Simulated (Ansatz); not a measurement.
**Ag, one cell by several methods**

```xyz
2
Lattice="2.9054 0.0000 0.0000 -1.4527 2.5161 0.0000 0.0000 0.0000 4.7497" Properties=species:S:1:pos:R:3 pbc="T T T"
Ag    0.0000    1.6774    1.1874
Ag    1.4527    0.8387    3.5623
```

Atoms are numbered in the order listed.

The conventional cell has a = 2.905 Å, b = 2.905 Å, c = 4.750 Å, α = 90.00°, β = 90.00°, γ = 120.00°. Ag (atom 1) has 12 Ag at 2.91 Å as nearest neighbours.

The cell is COD entry 1509145, as deposited and not checked against the literature; nothing was relaxed. The listed cell was then made from it by scaling, straining or moving an atom.

Levels of theory: DFT, PBE, PAW with Ansatz's default frozen-core files, scalar-relativistic (Ansatz 0.2.0); DFT, PBE, all-electron LAPW, scalar-relativistic (Ansatz 0.2.0).

For PAW: a Γ-centred 13×13×7 k mesh, Fermi–Dirac smearing of 0.03 eV, cutoff 420 eV, no spin polarisation. LAPW targets a basis error of 0.25 meV/atom. The Ansatz runs share mesh, smearing and spin set-up. Plane-wave (PAW) pressures include the program's estimate of the Pulay term.

Stress and pressure are positive in compression.

The change that made this cell: volume scaled by 0.975.

```json
{"quantity": "pressure (GPa)", "PAW": "2.76", "LAPW": "2.74"}
{"quantity": "stress xx (GPa)", "PAW": "2.17", "LAPW": "2.15"}
{"quantity": "stress zz (GPa)", "PAW": "3.93", "LAPW": "3.92"}
```

PAW's pressure differs from the LAPW value by +0.02 GPa.
